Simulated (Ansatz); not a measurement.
Molecular dynamics on a 2×2×2 supercell (16 atoms) of CsCl (Pm-3m), relaxed with r2SCAN. Forces come from r2SCAN in the plane-wave code Ansatz: Langevin thermostat and barostat (NPT), 100 K, steps of 3 fs. Spin polarisation is off, nuclei are classical, and the run is far too short for thermal averages.

```yaml
crystal:
  lattice:
    - [8.2736647987, 0.0, 0.0]
    - [0.0, 8.2736647987, 0.0]
    - [0.0, 0.0, 8.2736647987]
  atoms:
    - { symbol: Cs, position: [0.0, 0.0, 0.0] }
    - { symbol: Cl, position: [0.25, 0.25, 0.25] }
    - { symbol: Cs, position: [0.0, 0.0, 0.5] }
    - { symbol: Cl, position: [0.25, 0.25, 0.75] }
    - { symbol: Cs, position: [0.0, 0.5, 0.0] }
    - { symbol: Cl, position: [0.25, 0.75, 0.25] }
    - { symbol: Cs, position: [0.0, 0.5, 0.5] }
    - { symbol: Cl, position: [0.25, 0.75, 0.75] }
    - { symbol: Cs, position: [0.5, 0.0, 0.0] }
    - { symbol: Cl, position: [0.75, 0.25, 0.25] }
    - { symbol: Cs, position: [0.5, 0.0, 0.5] }
    - { symbol: Cl, position: [0.75, 0.25, 0.75] }
    - { symbol: Cs, position: [0.5, 0.5, 0.0] }
    - { symbol: Cl, position: [0.75, 0.75, 0.25] }
    - { symbol: Cs, position: [0.5, 0.5, 0.5] }
    - { symbol: Cl, position: [0.75, 0.75, 0.75] }
kpoints:
  mp_grid: { grid: [2, 2, 2] }
hamiltonian:
  xc: r2scan
scf:
  occupations: { method: fermi_dirac, width: 0.02 }
md:
  ensemble: npt_langevin
  temperature: 100
  timestep: 3.0
  n_steps: 40
  initial_velocities: maxwell_boltzmann
  seed: 63
```

Command: `ansatz run input.yaml --threads 4 --pin off --max-ram 5529MiB --backend cpu --events-out ev --progress --plain --runs-dir out`. It ended after 7.6 min on 4 threads of Arm Neoverse V1 (shared host); peak host memory 2.9 GiB.

```tsv
step	t (fs)	T (K)	free energy F from step 0 (meV/atom)	kinetic energy (meV/atom)	pressure (GPa)	volume (Å³/atom)	largest force (eV/Å)
0	0	94	0.0	12.1	0.09	35.40	0.00
1	3	97	0.0	12.5	0.09	35.40	0.02
2	6	101	0.1	13.1	0.09	35.40	0.04
3	9	104	0.3	13.4	0.09	35.40	0.06
4	12	119	0.5	15.4	0.10	35.41	0.08
5	15	112	0.8	14.5	0.09	35.43	0.10
6	18	99	1.2	12.8	0.09	35.44	0.12
7	21	90	1.5	11.6	0.08	35.46	0.13
8	24	91	1.9	11.8	0.07	35.49	0.15
9	27	80	2.3	10.3	0.06	35.52	0.16
10	30	84	2.6	10.9	0.05	35.56	0.17
11	33	84	3.0	10.9	0.04	35.59	0.19
12	36	75	3.4	9.8	0.03	35.62	0.20
13	39	79	3.9	10.2	0.02	35.66	0.21
14	42	75	4.3	9.7	0.00	35.70	0.22
15	45	79	4.8	10.2	-0.01	35.75	0.23
16	48	82	5.3	10.5	-0.02	35.80	0.23
17	51	77	5.7	9.9	-0.04	35.85	0.24
18	54	75	6.2	9.7	-0.06	35.90	0.24
19	57	67	6.5	8.7	-0.07	35.94	0.24
20	60	70	6.9	9.1	-0.08	35.98	0.24
21	63	77	7.2	10.0	-0.09	36.01	0.25
22	66	77	7.5	10.0	-0.09	36.03	0.26
23	69	71	7.8	9.2	-0.10	36.06	0.27
24	72	74	8.1	9.6	-0.11	36.10	0.27
25	75	70	8.4	9.1	-0.13	36.15	0.27
26	78	72	8.7	9.4	-0.15	36.20	0.28
27	81	71	9.0	9.2	-0.17	36.25	0.28
28	84	72	9.3	9.2	-0.19	36.29	0.28
29	87	73	9.5	9.5	-0.20	36.34	0.28
30	90	76	9.7	9.8	-0.22	36.39	0.27
31	93	76	10.0	9.8	-0.24	36.44	0.27
32	96	78	10.1	10.1	-0.26	36.48	0.26
33	99	81	10.2	10.4	-0.27	36.51	0.26
34	102	89	10.2	11.5	-0.28	36.53	0.26
35	105	97	10.3	12.6	-0.29	36.56	0.26
```

The temperature starts at 94 K, is lowest at step 19 (67 K, 57 fs) and ends at 97 K. The job's limit cut the run after 35 of 40 steps.

Positions (Å) and forces (eV/Å) at step 35:
```
cell (Å): 8.363 0.000 0.000; 0.000 8.363 0.000; 0.000 0.000 8.363
Cs  -0.108  -0.141  -0.068     0.141   0.134   0.064
Cl   1.859   2.062   2.129     0.224   0.001  -0.070
Cs   0.087  -0.048   4.096    -0.223  -0.018   0.126
Cl   2.184   1.979   6.354    -0.151   0.112  -0.046
Cs  -0.078   4.114   0.003     0.074  -0.010  -0.023
Cl   2.121   6.224   2.110    -0.049   0.035  -0.064
Cs  -0.041   4.133   4.162    -0.047   0.032   0.088
Cl   1.990   6.276   6.236     0.098  -0.078   0.026
Cs   4.227   0.015   0.043    -0.134  -0.087  -0.035
Cl   6.135   2.142   1.962     0.055  -0.096   0.168
Cs   4.087   0.062   4.198     0.162  -0.117   0.008
Cl   6.260   2.104   6.224     0.018  -0.076  -0.021
Cs   4.144   4.174   0.019    -0.064   0.045  -0.072
Cl   6.270   6.230   2.231    -0.027   0.055  -0.090
Cs   4.096   4.151   4.149     0.051   0.048   0.093
Cl   6.269   6.211   6.408    -0.128   0.019  -0.153
```
